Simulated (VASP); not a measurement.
# Ru (P6/mmm) in VASP: further runs

One crystal, Ru, is run at these levels: PBE; tasks: single point, relaxation of cell and atoms.

All numbers are computed with VASP 6.6.1; they aren't measurements. Logs are shortened: lines on timing, memory, paths and dates and some standing lists are left out, and cuts for length are marked.

## 1. Starting point

The structure is hexagonal, space group P6/mmm (No. 191). Conventional cell: a = 4.268 Å, b = 4.268 Å, c = 2.683 Å, α = 90.00°, β = 90.00°, γ = 120.00°. Ru (site symmetry -6m2) is surrounded by 11 Ru at 2.46 to 2.81 Å. Ru (site symmetry 6/mmm) is surrounded by 14 Ru at 2.68 to 2.81 Å.

The cell was built by a generator and needn't be a form met in nature.

## 2. Single point, PBE

Input file INCAR:

```
  ALGO = Fast
  EDIFF = 1E-7
  ENCUT = 520
  GGA = PE
  ISIF = 2
  ISMEAR = 0
  LASPH = T
  LCHARG = F
  LREAL = F
  LWAVE = F
  NBANDS = 28
  NELM = 100
  PREC = Accurate
  SIGMA = 0.1
```

Input file KPOINTS:

```
k-points
0
Gamma
  12 12 18
```

Input file POSCAR:

```
Ru
1.0
    4.2676119681      0.0000000000      0.0000000000
   -2.1338059841      3.6958603779      0.0000000000
    0.0000000000      0.0000000000      2.6833233190
Ru
3
Direct
    0.3333333333      0.6666666667      0.5000000000
    0.0000000000      0.0000000000      0.0000000000
    0.6666666667      0.3333333333      0.5000000000
```

Potentials or basis: VASP PAW PBE potentials, release 64 (Ru_pv).

Command:

```bash
cat potpaw_PBE.64/Ru_pv/POTCAR > POTCAR
mpirun -np 1 vasp_std > vasp.out
```

OUTCAR:

```text
EDIFF = 1E-7
   ENCUT = 520
   GGA = PE
   ISIF = 2
   ISMEAR = 0
   LASPH = T
   LREAL = F
   NELM = 100
   PREC = Accurate

 ion  position               nearest neighbor table
   1  0.333  0.667  0.500-   3 2.46   3 2.46   3 2.46   2 2.81   2 2.81   2 2.81   2 2.81   2 2.81
                             2 2.81
   2  0.000  0.000  0.000-   1 2.81   3 2.81   1 2.81   3 2.81   3 2.81   3 2.81   1 2.81   1 2.81
                             3 2.81   3 2.81   1 2.81   1 2.81
   3  0.667  0.333  0.500-   1 2.46   1 2.46   1 2.46   2 2.81   2 2.81   2 2.81   2 2.81   2 2.81
                             2 2.81

  LATTYP: Found a hexagonal cell.
 ALAT       =     4.2676119681
 C/A-ratio  =     0.6287645969

  Lattice vectors:

 A1 = (   4.2676119681,   0.0000000000,   0.0000000000)
 A2 = (  -2.1338059841,   3.6958603779,   0.0000000000)
 A3 = (   0.0000000000,   0.0000000000,   2.6833233190)

Analysis of symmetry for initial positions (statically):
=====================================================================
 Subroutine PRICEL returns:
 Original cell was already a primitive cell.

 Routine SETGRP: Setting up the symmetry group for a
 hexagonal supercell.

 Subroutine GETGRP returns: Found 24 space group operations
 (whereof 24 operations were pure point group operations)
 out of a pool of 24 trial point group operations.

The static configuration has the point symmetry D_6h.

Analysis of symmetry for dynamics (positions and initial velocities):
=====================================================================
 Subroutine PRICEL returns:
 Original cell was already a primitive cell.

 Routine SETGRP: Setting up the symmetry group for a
 hexagonal supercell.

 Subroutine GETGRP returns: Found 24 space group operations
 (whereof 24 operations were pure point group operations)
 out of a pool of 24 trial point group operations.

The dynamic configuration has the point symmetry D_6h.

 Subroutine INISYM returns: Found 24 space group operations
 (whereof 24 operations are pure point group operations),
 and found     1 'primitive' translations

----------------------------------------------------------------------------------------

                                     Primitive cell

  volume of cell :      42.3227

  direct lattice vectors                    reciprocal lattice vectors
     4.267611968  0.000000000  0.000000000     0.234323085  0.135286496  0.000000000
    -2.133805984  3.695860378  0.000000000     0.000000000  0.270572992  0.000000000
     0.000000000  0.000000000  2.683323319     0.000000000  0.000000000  0.372672198

  length of vectors
     4.267611968  4.267611968  2.683323319     0.270572992  0.270572992  0.372672198

  position of ions in fractional coordinates (direct lattice)
     0.333333333  0.666666667  0.500000000
     0.000000000  0.000000000  0.000000000
     0.666666667  0.333333333  0.500000000

  ion indices of the primitive-cell ions
   primitive index   ion index
                 1           1
                 2           2
                 3           3

----------------------------------------------------------------------------------------

 KPOINTS: k-points

Automatic generation of k-mesh.
 Grid dimensions read from file:
 generate k-points for:   12   12   18

 Generating k-lattice:

  Cartesian coordinates                     Fractional coordinates (reciprocal lattice)
     0.019526924  0.011273875  0.000000000     0.083333333 -0.000000000  0.000000000
     0.000000000  0.022547749  0.000000000     0.000000000  0.083333333  0.000000000
     0.000000000  0.000000000  0.020704011     0.000000000  0.000000000  0.055555556

  Length of vectors
     0.022547749  0.022547749  0.020704011

  Shift w.r.t. Gamma in fractional coordinates (k-lattice)
     0.000000000  0.000000000  0.000000000

 Subroutine IBZKPT returns following result:
 ===========================================

 Found    190 irreducible k-points:

 Following reciprocal coordinates:
            Coordinates               Weight
  0.000000  0.000000  0.000000      1.000000
[... 43 lines left out ...]
  ext. energy  EPLUGINS =         0.00000000
  ---------------------------------------------------
  free energy    TOTEN  =       -26.93712164 eV

  energy without entropy =      -26.91806517  energy(sigma->0) =      -26.92759340

 E-fermi :  12.3467     XC(G=0): -13.8648

 val. band max:       12.3460752914   @ k =   0.2500   0.0000   0.0556
 cond. band min:      12.3474272519   @ k =   0.1667   0.0000   0.1667
 fundamental gap:      0.0013519605
 Fermi energy:        12.3467443143

 k-point     1 :       0.0000    0.0000    0.0000
  band No.  band energies     occupation
      1     -31.2330      2.00000
      2     -31.2330      2.00000
      3     -30.8487      2.00000
      4     -30.8487      2.00000
      5     -30.5824      2.00000
      6     -30.3368      2.00000
[... 20 lines left out ...]
     27      21.5892      0.00000
     28      21.6445      0.00000

 k-point     2 :       0.0833   -0.0000    0.0000
  band No.  band energies     occupation
      1     -31.2508      2.00000
      2     -31.2360      2.00000
      3     -30.8270      2.00000
      4     -30.8226      2.00000
      5     -30.5774      2.00000
      6     -30.3395      2.00000
[... 20 lines left out ...]
     27      20.2324      0.00000
     28      22.0374      0.00000

 k-point     3 :       0.1667    0.0000    0.0000
  band No.  band energies     occupation
      1     -31.2924      2.00000
      2     -31.2345      2.00000
      3     -30.7739      2.00000
      4     -30.7579      2.00000
      5     -30.5630      2.00000
      6     -30.3759      2.00000
[... 20 lines left out ...]
     27      18.8762      0.00000
     28      22.1208      0.00000

 k-point     4 :       0.2500    0.0000    0.0000
  band No.  band energies     occupation
      1     -31.3389      2.00000
      2     -31.2119      2.00000
      3     -30.7092      2.00000
      4     -30.6816      2.00000
      5     -30.5404      2.00000
      6     -30.4779      2.00000
[... 578 lines left out ...]
     27      18.9871      0.00000
     28      22.1142      0.00000

 k-point    23 :       0.2500    0.0000    0.0556
  band No.  band energies     occupation
      1     -31.3350      2.00000
      2     -31.2088      2.00000
      3     -30.7073      2.00000
      4     -30.6844      2.00000
      5     -30.5523      2.00000
      6     -30.4837      2.00000
[... 20 lines left out ...]
     27      17.6902      0.00000
     28      22.2368      0.00000

 k-point    24 :       0.3333    0.0000    0.0556
  band No.  band energies     occupation
      1     -31.3739      2.00000
      2     -31.1585      2.00000
      3     -30.6517      2.00000
      4     -30.6467      2.00000
      5     -30.5716      2.00000
      6     -30.5203      2.00000
[... 20 lines left out ...]
     27      16.4548      0.00000
     28      22.3774      0.00000

 [... further k-points ...]

------------------------ aborting loop because EDIFF is reached ----------------------------------------

  FORCE on cell =-STRESS in cart. coord.  units (eV):
  Direction    XX          YY          ZZ          XY          YZ          ZX
  --------------------------------------------------------------------------------------
  -------------------------------------------------------------------------------------
  Total        0.0098343      0.0098343     -0.0350607     -0.0000000      0.0000000      0.0000000
  in kB        0.3722897      0.3722897     -1.3272657     -0.0000000      0.0000000      0.0000000
  external PRESSURE =      -0.1942288 kB  Pullay stress =       0.0000000 kB

 VOLUME and BASIS-vectors are now :
 -----------------------------------------------------------------------------
  energy-cutoff  :      520.00
  volume of cell :       42.32
      direct lattice vectors                 reciprocal lattice vectors
     4.267611968  0.000000000  0.000000000     0.234323085  0.135286496  0.000000000
    -2.133805984  3.695860378  0.000000000     0.000000000  0.270572992  0.000000000
     0.000000000  0.000000000  2.683323319     0.000000000  0.000000000  0.372672198

 POSITION                                       TOTAL-FORCE (eV/Angst)
 -----------------------------------------------------------------------------------
     -0.00000      2.46391      1.34166        -0.000000      0.000000      0.000000
      0.00000      0.00000      0.00000         0.000000      0.000000      0.000000
      2.13381      1.23195      1.34166         0.000000     -0.000000     -0.000000
 -----------------------------------------------------------------------------------
    total drift:                               -0.000000      0.000000      0.000000

  FREE ENERGIE OF THE ION-ELECTRON SYSTEM (eV)
  ---------------------------------------------------
  free  energy   TOTEN  =       -26.9371216359 eV

  energy  without entropy=      -26.9180651673  energy(sigma->0) =      -26.92759340
```

It took 1.8 min on 1 thread of Intel Xeon Platinum 8488C (Sapphire Rapids), shared host; peak memory 0.27 GiB.

What came out:

- Free energy: -26.9371 eV
- Pressure: 0.0 GPa
- Band gap on the k mesh: none (metal or under the smearing width)

## 3. Single point, PBE

This run uses another cell than the first one: it holds 8 atoms, not 3.

Input file INCAR:

```
SYSTEM = Ru
PREC = Accurate
ENCUT = 520
EDIFF = 1E-7
ISMEAR = 0
SIGMA = 0.1
LREAL = .False.
LASPH = .True.
NELM = 100
ALGO = Normal
ISIF = 2
LWAVE = .False.
LCHARG = .False.
GGA = PE
NBANDS = 66
```

Input file KPOINTS:

```
Automatic mesh
0
Gamma
  4 4 4
  0 0 0
```

Input file POSCAR:

```
Ru
1.0
   -3.1055068054      3.1055068054      3.1055068054
    3.1055068054     -3.1055068054      3.1055068054
    3.1055068054      3.1055068054     -3.1055068054
Ru
8
Direct
    0.2060000000      0.2060000000      0.2060000000
    0.5000000000      0.0000000000      0.2940000000
    0.2940000000      0.5000000000      0.0000000000
    0.0000000000      0.2940000000      0.5000000000
    0.7940000000      0.7940000000      0.7940000000
    0.5000000000      0.0000000000      0.7060000000
    0.7060000000      0.5000000000      0.0000000000
    0.0000000000      0.7060000000      0.5000000000
```

Potentials or basis: VASP PAW PBE potentials, release 64 (Ru_pv).

Command:

```bash
cat potpaw_PBE.64/Ru_pv/POTCAR > POTCAR
mpirun -np 1 vasp_std > vasp.out
```

Wall time 40 s (1 thread of Intel Xeon Platinum 8559C (Emerald Rapids), shared host); peak memory 0.24 GiB.

It converged, with:

```yaml
Free_energy: -61.0446 eV
Pressure: 57.2 GPa
Largest_force: 2.450 eV/Å
Band_gap_on_the_k_mesh: none (metal or under the smearing width)
```

Forces in eV/Å, atoms in the order of the input:
```
Ru   1.414  1.414  1.414
Ru  -1.414 -1.414  1.414
Ru   1.414 -1.414 -1.414
Ru  -1.414  1.414 -1.414
Ru  -1.414 -1.414 -1.414
Ru   1.414  1.414 -1.414
Ru  -1.414  1.414  1.414
Ru   1.414 -1.414  1.414
```

Levels at points of the mesh, in eV from the Fermi level:
```csv
k point,band 52,band 53,band 54,band 55,band 56,band 57,band 58,band 59,band 60,band 61
"(0.00, 0.00, 0.00)",-0.28,-0.28,-0.28,-0.04,-0.04,0.32,0.32,0.32,0.90,0.90
"(0.50, 0.00, 0.00)",-1.67,-1.02,-1.02,-0.07,-0.07,0.15,0.15,0.75,0.75,1.07
"(0.50, 0.50, 0.50)",-2.26,-2.26,-1.61,-0.46,-0.46,-0.46,0.25,0.25,0.25,1.56
```

Caveat: a pressure of tens of GPa on the cell as given is suspect, and the run, the potentials or the cell itself is likely at fault; forces of over 1 eV/Å show positions far from the minimum, so gaps and moduli don't describe the material at rest.

## 4. Single point, PBE

This run uses another cell than the first one: it holds 8 atoms, not 3.

Input file INCAR:

```
SYSTEM = Ru
PREC = Accurate
ENCUT = 520
EDIFF = 1E-6
ISMEAR = 0
SIGMA = 0.1
LREAL = .FALSE.
LASPH = .TRUE.
NELM = 100
ALGO = Normal
ISIF = 2
LWAVE = .FALSE.
LCHARG = .TRUE.
GGA = PE
LELF = .TRUE.
LVHAR = .TRUE.
NBANDS = 66
```

Input file KPOINTS:

```
regular mesh
0
G
  4 4 4
  0 0 0
```

Input file POSCAR:

```
Ru
1.0
   -3.2712154567      3.2712154567      3.2712154567
    3.2712154567     -3.2712154567      3.2712154567
    3.2712154567      3.2712154567     -3.2712154567
Ru
8
Direct
    0.2303190602      0.2303190602      0.2303190602
    0.5000000000      0.0000000000      0.2696809398
    0.2696809398      0.5000000000      0.0000000000
    0.0000000000      0.2696809398      0.5000000000
    0.7696809398      0.7696809398      0.7696809398
    0.5000000000      0.0000000000      0.7303190602
    0.7303190602      0.5000000000      0.0000000000
    0.0000000000      0.7303190602      0.5000000000
```

Command:

```bash
cat potpaw_PBE.64/Ru_pv/POTCAR > POTCAR
mpirun -np 1 vasp_std > vasp.out
```

It took 49 s on 1 thread of Intel Xeon Platinum 8559C (Emerald Rapids), shared host; peak memory 0.26 GiB.

Results (log left out):

```
Free energy            : -65.0393 eV
Pressure               : 0.7 GPa
Largest force          : 0.005 eV/Å
Band gap on the k mesh : none (metal or under the smearing width)
```

Forces in eV/Å, atoms in the order of the input:
```
Ru  -0.003 -0.003 -0.003
Ru   0.003  0.003 -0.003
Ru  -0.003  0.003  0.003
Ru   0.003 -0.003  0.003
Ru   0.003  0.003  0.003
Ru  -0.003 -0.003  0.003
Ru   0.003 -0.003 -0.003
Ru  -0.003  0.003 -0.003
```

Levels at points of the mesh, in eV from the Fermi level:
| k point | band 52 | band 53 | band 54 | band 55 | band 56 | band 57 | band 58 | band 59 | band 60 | band 61 |
| --- | --- | --- | --- | --- | --- | --- | --- | --- | --- | --- |
| (0.00, 0.00, 0.00) | -0.15 | -0.15 | -0.15 | 0.30 | 0.30 | 0.38 | 0.38 | 0.38 | 0.72 | 0.72 |
| (0.50, 0.00, 0.00) | -0.96 | -0.36 | -0.36 | -0.26 | -0.26 | 0.20 | 0.20 | 0.78 | 0.78 | 1.53 |
| (0.50, 0.50, 0.50) | -1.42 | -1.42 | -1.22 | -0.28 | -0.28 | -0.28 | -0.21 | -0.21 | -0.21 | 1.79 |

## 5. Relaxation of cell and atoms, PBE

This run uses another cell than the first one: it holds 8 atoms, not 3.

Input file INCAR:

```
SYSTEM = Ru
PREC = Accurate ; ENCUT = 600
EDIFF = 1E-7 ; ISMEAR = 0
SIGMA = 0.1 ; LREAL = .False.
LASPH = .True. ; NELM = 100
ALGO = Normal ; ISIF = 3
LWAVE = .False. ; LCHARG = .False.
GGA = PE ; IBRION = 2
NSW = 90 ; EDIFFG = -0.04
```

Input file KPOINTS:

```
regular mesh
0
Gamma
  4 4 4
  0 0 0
```

Input file POSCAR:

```
Ru
1.0
   -3.1055068054      3.1055068054      3.1055068054
    3.1055068054     -3.1055068054      3.1055068054
    3.1055068054      3.1055068054     -3.1055068054
Ru
8
Direct
    0.2060000000      0.2060000000      0.2060000000
    0.5000000000      0.0000000000      0.2940000000
    0.2940000000      0.5000000000      0.0000000000
    0.0000000000      0.2940000000      0.5000000000
    0.7940000000      0.7940000000      0.7940000000
    0.5000000000      0.0000000000      0.7060000000
    0.7060000000      0.5000000000      0.0000000000
    0.0000000000      0.7060000000      0.5000000000
```

Command:

```bash
cat potpaw_PBE.64/Ru_pv/POTCAR > POTCAR
mpirun -np 1 vasp_std > vasp.out
```

Wall time 12 min (1 thread of Intel Xeon Platinum 8559C (Emerald Rapids), shared host); peak memory 0.36 GiB.

The run converged. Its results:

```
Free energy                            : -65.0223 eV
Relaxed volume                         : 17.59 Å³/atom
Relaxed cell                           : a = 5.675 Å, b = 5.675 Å, c = 5.675 Å, α = 109.47°, β = 109.47°, γ = 109.47°
Space group after relaxing (to 0.05 Å) : Ia-3 (No. 206)
Energy gained by relaxing              : 497.1 meV/atom
Ionic steps                            : 15
Pressure after relaxing                : 0.0 GPa
Largest force after relaxing           : 0.004 eV/Å
Band gap on the k mesh                 : none (metal or under the smearing width)
```

Forces on the atoms (eV/Å):
```
Ru   0.002  0.002  0.002
Ru  -0.002 -0.002  0.002
Ru   0.002 -0.002 -0.002
Ru  -0.002  0.002 -0.002
Ru  -0.002 -0.002 -0.002
Ru   0.002  0.002 -0.002
Ru  -0.002  0.002  0.002
Ru   0.002 -0.002  0.002
```

The path:
| step | energy change (eV) | largest force (eV/Å) | pressure (GPa) | volume (Å³) |
| --- | --- | --- | --- | --- |
| 1 | 0.0000 | 2.4494 | 57.21 | 119.80 |
| 2 | 10.6224 | 0.6345 | -28.20 | 238.49 |
| 3 | -3.7286 | 0.0457 | -8.33 | 149.84 |
| 4 | -3.8928 | 0.1384 | -2.88 | 145.16 |
| 5 | -3.9089 | 0.2282 | -0.24 | 143.19 |
| 6 | -3.9081 | 0.2048 | -0.92 | 143.69 |
| 7 | -3.9219 | 0.2366 | 1.11 | 141.87 |
| 8 | -3.9222 | 0.2414 | 1.45 | 141.57 |
| 9 | -3.9306 | 0.2201 | 1.34 | 141.47 |
| 10 | -3.9513 | 0.1589 | 1.07 | 141.16 |
| 11 | -3.9730 | 0.0536 | 0.76 | 140.55 |
| 12 | -3.9756 | 0.0239 | 0.73 | 140.30 |
| 13 | -3.9759 | 0.0124 | 0.72 | 140.18 |
| 14 | -3.9761 | 0.0042 | -0.64 | 141.21 |
| 15 | -3.9771 | 0.0039 | 0.00 | 140.72 |

Final structure:
```yaml
crystal:
  lattice:
    - [-3.27667, 3.27667, 3.27667]
    - [3.27667, -3.27667, 3.27667]
    - [3.27667, 3.27667, -3.27667]
  atoms:
    - { symbol: Ru, position: [0.22820, 0.22820, 0.22820] }
    - { symbol: Ru, position: [0.50000, 0.00000, 0.27180] }
    - { symbol: Ru, position: [0.27180, 0.50000, 0.00000] }
    - { symbol: Ru, position: [0.00000, 0.27180, 0.50000] }
    - { symbol: Ru, position: [0.77180, 0.77180, 0.77180] }
    - { symbol: Ru, position: [0.50000, 0.00000, 0.72820] }
    - { symbol: Ru, position: [0.72820, 0.50000, 0.00000] }
    - { symbol: Ru, position: [0.00000, 0.72820, 0.50000] }
```

Levels at points of the mesh, in eV from the Fermi level:
```tsv
k point	band 53	band 54	band 55	band 56	band 57	band 58	band 59	band 60
(0.00, 0.00, 0.00)	-0.17	-0.17	0.27	0.27	0.40	0.40	0.40	0.68
(0.50, 0.00, 0.00)	-0.38	-0.38	-0.24	-0.24	0.19	0.19	0.77	0.77
(0.50, 0.50, 0.50)	-1.50	-1.19	-0.23	-0.23	-0.23	-0.18	-0.18	-0.18
```

Caveat: the volume moved by over 15 % at a fixed basis, so the end points are rough.

## 6. The runs side by side

| task | cell | k mesh | cutoff (eV) | gap on the mesh (eV) | pressure (GPa) | largest force (eV/Å) |
| --- | --- | --- | --- | --- | --- | --- |
| single point | P6/mmm, 14.11 Å³/atom | 12 × 12 × 18 | 520 | none | 0.0 | - |
| single point | Ia-3, 14.98 Å³/atom | 4 × 4 × 4 | 520 | none | 57.2 | 2.45 |
| single point | Ia-3, 17.5 Å³/atom | 4 × 4 × 4 | 520 | none | 0.7 | 0.01 |
| relaxation of cell and atoms | relaxed | 4 × 4 × 4 | 600 | none | 0.0 | - |

Alike in all rows: level PBE; potentials or basis VASP PAW PBE potentials, release 64 (Ru_pv); no spin polarisation; smearing gaussian 0.1 eV.

Every run on the cell as given and a fine mesh finds a metal.

Caveats: a pressure of tens of GPa on the cell as given is suspect, and the run, the potentials or the cell itself is likely at fault (some runs); forces of over 1 eV/Å show positions far from the minimum, so gaps and moduli don't describe the material at rest (some runs); the volume moved by over 15 % at a fixed basis, so the end points are rough (some runs).

Total energies depend on the potentials used, so only differences within one code and one set of settings carry meaning.
